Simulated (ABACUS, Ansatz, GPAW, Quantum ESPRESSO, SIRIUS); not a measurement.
## Ge: bulk modulus by level of theory

**What was measured.** The bulk modulus of Ge (Germanium) (Fd-3m) is reported as 75.8 GPa (arxiv:1908.00180). The runs below try to reproduce it.

```cif
data_structure
_symmetry_space_group_name_H-M 'Fd-3m:1'
_symmetry_Int_Tables_number 227
_cell_length_a 5.6578
_cell_length_b 5.6578
_cell_length_c 5.6578
_cell_angle_alpha 90.000
_cell_angle_beta 90.000
_cell_angle_gamma 90.000
_cell_volume 181.11
loop_
_atom_site_label
_atom_site_type_symbol
_atom_site_symmetry_multiplicity
_atom_site_Wyckoff_symbol
_atom_site_fract_x
_atom_site_fract_y
_atom_site_fract_z
_atom_site_occupancy
Ge1 Ge 8 a 0.25000 0.25000 0.25000 1
```

| rung | level | program and potentials | cutoff (eV) | k mesh | smearing | core time | chip | bulk modulus (GPa) | miss | notes |
| --- | --- | --- | --- | --- | --- | --- | --- | --- | --- | --- |
| GGA + dispersion | PBEsol+D3(zero damping) | GPAW, PAW data sets generated for this functional | 600 | 8 × 8 × 8 | fermi-dirac 0.05 | 55 s | Arm Neoverse V2 | 69.4 | -8.4 % | - |
| GGA | PBEsol | GPAW, PAW data sets generated for this functional | 600 | 8 × 8 × 8 | fermi-dirac 0.05 | 55 s | Arm Neoverse V2 | 67.2 | -11.3 % | - |
| GGA + dispersion | PBEsol+D4 | GPAW, PAW data sets generated for this functional | 600 | 8 × 8 × 8 | fermi-dirac 0.05 | 57 s | Arm Neoverse V2 | 70.6 | -6.9 % | - |
| non-local van der Waals functional | vdW-DF-cx | GPAW, GPAW PAW data sets (gpaw-data 1.2.1) | 600 | 8 × 8 × 8 | fermi-dirac 0.05 | 59 s | Arm Neoverse V2 | 63.5 | -16.2 % | potentials made for PBE |
| GGA + dispersion | PW91+D4 | GPAW, PAW data sets generated for this functional | 600 | 8 × 8 × 8 | fermi-dirac 0.05 | 72 s | Arm Neoverse V1 | 63.7 | -16.0 % | - |
| GGA | PBEsol | Ansatz, all-electron LAPW, scalar-relativistic | - | 8 × 8 × 8 | fermi-dirac 0.05 | 1.8 min | Intel Xeon Skylake/Cascade Lake | 66.2 | -12.7 % | - |
| GGA | PBEsol | ABACUS, SSSP 1.3 efficiency PBE, plane waves | 748 | 6 × 6 × 6 | fermi-dirac 0.05 | 2.8 min | Intel Xeon 6975P-C Granite Rapids | 64.3 | -15.2 % | potentials made for PBE; fit through 4 volumes |
| GGA | PBEsol | Quantum ESPRESSO, PseudoDojo 0.4.1 SR PBEsol standard | 1061 | 8 × 8 × 8 | fermi-dirac 0.05 | 5 min | Arm Neoverse V1 | 66.1 | -12.8 % | - |
| GGA | PBEsol | SIRIUS, PseudoDojo 0.4.1 PBEsol standard (scalar relativistic) | 1078 | 8 × 8 × 8 | fermi-dirac 0.05 | 6.2 min | Arm Neoverse V1 | 66.1 | -12.8 % | - |

Times are single runs on shared hosts and different chips, so they are rough; meshes, cutoffs and the tasks' sizes weigh on the time. Task: equation of state. All rows: no spin polarisation. Smearing widths are in eV. The cell comes from a database and isn't always the measured one. For a metal such meshes aren't converged. Meshes differ between rows, which moves values too. Meshes are those of the run's cell of 2 atoms unless a note names another. Misses use the values as printed. Runs on faulty files, with rough fits or with known faults for this quantity aren't shown. No row holds spin-orbit coupling.

By rung: GGA + dispersion 63.7 to 70.6; GGA 64.3 to 67.2; non-local van der Waals functional 63.5 (GPa). Measured: 75.8 GPa (arxiv:1908.00180). Closest is PBEsol+D4 (-6.9 %). The runs are for a static lattice, while measurements hold temperature and zero-point motion.

Every run makes germanium too soft. For PBEsol, the all-electron value of 66.2 GPa nearly coincides with the 66.1 GPa from two plane-wave codes, so most of the shortfall probably lies in the functional rather than in the treatment of the core. Stiffness in a diamond-type lattice comes from directional sp3 bonds and falls quickly as they lengthen, so a slight underbinding at the semilocal level would lower the bulk modulus noticeably.

Within GPAW, adding D3 or D4 to PBEsol raises 67.2 GPa to 69.4 and 70.6 GPa, as expected if the extra attraction contracts the lattice. PW91+D4, at 63.7 GPa, lies below even uncorrected PBEsol, so a dispersion term doesn't guarantee a stiffer crystal across parent functionals. The gain may reflect real polarisation of the filled 3d shell, or merely compensation for underbound covalent bonds. Lattice vibrations normally soften a crystal, so including them would probably widen the gap to experiment rather than close it.
